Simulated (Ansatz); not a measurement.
## The polar optical mode of AlN at 4 GPa, worked through

All numbers below come from DFT PBE, scalar-relativistic, plane waves, PAW (Ansatz 0.2.0). Settings: 420 eV plane-wave cutoff, Γ-centred 10×10×10 mesh, fixed occupations. No spin polarisation. Phonons by linear response, acoustic sum rule imposed.

The cell, relaxed at 4 GPa:
```xyz
2
Lattice="0.0000 2.1870 2.1870 2.1870 0.0000 2.1870 2.1870 2.1870 0.0000" Properties=species:S:1:pos:R:3 pbc="T T T"
Al    0.0000    0.0000    0.0000
N     3.2805    3.2805    3.2805
```

Linear response gives ν_TO = 653.2 cm⁻¹, Born charges ±2.547 e (positive on Al) and ε∞ = 4.586. The primitive cell holds 20.921 Å³, and the masses are 26.982 and 14.007 amu.

Task: Find ν_LO and the static dielectric constant.

Result: The long-wave field adds a restoring force: ω_LO² − ω_TO² = Z*²e²/(ε_vac ε∞ μV). In these units ν_LO² − ν_TO² = 4.92064×10⁷ Z*²/(μ V ε∞) cm⁻², with μ = m₁m₂/(m₁ + m₂) = 9.220 amu: 360797 cm⁻². So ν_LO = √(653.2² + 360797) = 887.4 cm⁻¹, and the run gives 887.4. Lyddane–Sachs–Teller then gives ε0 = ε∞ (ν_LO/ν_TO)² = 8.46, against 8.46 in the run (it forms both from the same three quantities, so the match checks the arithmetic only). Between ν_TO and ν_LO the dielectric function is negative and an undamped crystal reflects fully: a reststrahlen band from 11.3 to 15.3 μm.

Task: What do the Clausius–Mossotti polarisability and the Szigeti charge come to?

Result: With the Lorentz local field, α = (3V/4π)(ε∞ − 1)/(ε∞ + 2) = 2.72 Å³ for the pair, and e_S = 3Z*/(ε∞ + 2) = 1.16 e. The Born charge includes the electrons' response to the dipole's own local field, and e_S takes that enhancement out. The Lorentz field assumes point-like polarisable ions, a poor picture once ε∞ is this large, since the electron clouds then overlap or are shared, so both numbers are formal here.

Task: How strongly does a slow electron couple to the LO mode?

Result: For one isotropic parabolic band, Fröhlich's constant is α_F = (1/ε∞ − 1/ε0) √(m* Ry/ħω_LO), with Ry = 13.606 eV, ħω_LO = 110.0 meV and m* in free-electron masses: α_F = 0.0999 × 11.12 × √m* = 1.11 √m*. The band mass isn't part of this run; for m* = 0.1, 0.3 and 1 it gives 0.35, 0.61, 1.11. In weak coupling the polaron lies α_F ħω_LO below the band edge (67 meV at m* = 0.3) with a mass m*(1 + α_F/6); past α_F of about 5 or 6 that expansion fails. A semilocal functional's ε∞ tends to be too large, which taken alone lowers α_F.

This zinc-blende form isn't the usual stable structure of the compound at low pressure.

Cost: 1 run of about 0.46 core-minutes, on Arm Neoverse V1 (shared hosts).